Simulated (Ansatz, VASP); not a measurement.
## Two plane-wave programs on RbBr

INCAR

```
PREC = Accurate
ENCUT = 520
EDIFF = 1E-7
ISMEAR = -1
SIGMA = 0.02
LREAL = False
LASPH = True
NELM = 100
ALGO = Normal
ISIF = 2
LWAVE = False
LCHARG = False
GGA = PE
NBANDS = 15
```

The input KPOINTS:

```
Automatic mesh
0
Gamma
  6 6 6
```

File POSCAR:

```
RbBr
1.0
    0.0000000000      3.4608260516      3.5473467028
    3.4608260516      0.0000000000      3.5473467028
    3.4608260516      3.4608260516      0.0000000000
Rb Br
1 1
Direct
    0.0000000000      0.0000000000      0.0000000000
    0.5000000000      0.5000000000      0.5000000000
```

Input for Ansatz:

```yaml
crystal:
  lattice:
    - [0.0, 3.4608260516, 3.5473467028]
    - [3.4608260516, 0.0, 3.5473467028]
    - [3.4608260516, 3.4608260516, 0.0]
  atoms:
    - { symbol: Rb, position: [0.0, 0.0, 0.0] }
    - { symbol: Br, position: [0.5, 0.5, 0.5] }
kpoints:
  mp_grid: { grid: [6, 6, 6] }
  band_path:
    path:
      - [0.0, 0.0, 0.0]
      - [0.5, 0.0, 0.5]
      - [0.625, 0.25, 0.625]
      - [0.375, 0.375, 0.75]
      - [0.5, 0.5, 0.5]
      - [0.5, 0.25, 0.75]
    npoints: 1
hamiltonian:
  xc: pbe
scf:
  occupations: { method: fermi_dirac, width: 0.02 }
  n_extra_bands: 4
output:
  forces: true
  stress: true
  eigenvalues: true
```

Change from the starting cell: uniaxial_z strain +2.5%.

Alike in both runs: task single point; functional PBE; k mesh 6 × 6 × 6; occupations fermi-dirac, width 0.02 eV; no spin polarisation.

```csv
,VASP,Ansatz
version,VASP 6.6.1,Ansatz 0.2.0
potentials or method,"VASP PAW PBE potentials, release 64 (Rb_sv, Br)","plane waves, PAW"
plane-wave cutoff (eV),520,420
valence electrons in the cell,16,16
```

|  | VASP | Ansatz | Ansatz less VASP |
| --- | --- | --- | --- |
| gap on the k mesh at the Fermi level (eV) | 4.22 | 4.22 | +0.002 |
| pressure (GPa) | 0.3 | 0.2 | -0.02 |
| largest component of the traceless stress (GPa) | 0.40 | 0.39 | -0.005 |
